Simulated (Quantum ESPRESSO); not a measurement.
Input of a Quantum ESPRESSO 7.5 run:

Contents of pw.in:

```
&CONTROL
  calculation = 'vc-relax'
  prefix = 'pwscf'
  outdir = './tmp'
  pseudo_dir = './pseudo'
  tprnfor = .true.
  tstress = .true.
  disk_io = 'low'
  nstep = 40
  forc_conv_thr = 0.0004
  etot_conv_thr = 1d-05
/
&SYSTEM
  ibrav = 0
  nat = 2
  ntyp = 2
  ecutwfc = 52
  ecutrho = 414
  nbnd = 16
  occupations = 'smearing'
  smearing = 'fd'
  degauss = 0.00367493
/
&ELECTRONS
  conv_thr = 4d-10
  electron_maxstep = 120
  mixing_beta = 0.5
/
&IONS
  ion_dynamics = 'bfgs'
/
&CELL
  cell_dynamics = 'bfgs'
  press = 20
  press_conv_thr = 0.3
/
ATOMIC_SPECIES
Ru   101.0700 ru_pbesol_v1.2.uspp.F.UPF
Al    26.9815 al_pbesol_v1.uspp.F.UPF
CELL_PARAMETERS bohr
   5.6533046744    0.0000000000    0.0000000000
   0.0000000000    5.6533046744    0.0000000000
   0.0000000000    0.0000000000    5.6533046744
ATOMIC_POSITIONS bohr
Ru     2.8266523372    2.8266523372    2.8266523372
Al     0.0000000000    0.0000000000    0.0000000000
K_POINTS automatic
9 9 9 0 0 0
```

Potentials or basis: GBRV 1.5 PBEsol.

Launch:

```console
$ OMP_NUM_THREADS=1 mpirun -n 2 pw.x -nk 2 -in pw.in > pw.out
```

(1) Predict the band gap on the k mesh.

(2) Predict the relaxed volume.

(3) Predict the relaxed cell.

(4) Predict the space group after relaxing (to 0.05 Å).

Answers

(1) none (metal or under the smearing width).

(2) 13.06 Å³/atom.

(3) a = 2.967 Å, b = 2.967 Å, c = 2.967 Å, α = 90.00°, β = 90.00°, γ = 90.00°.

(4) Pm-3m (No. 221).
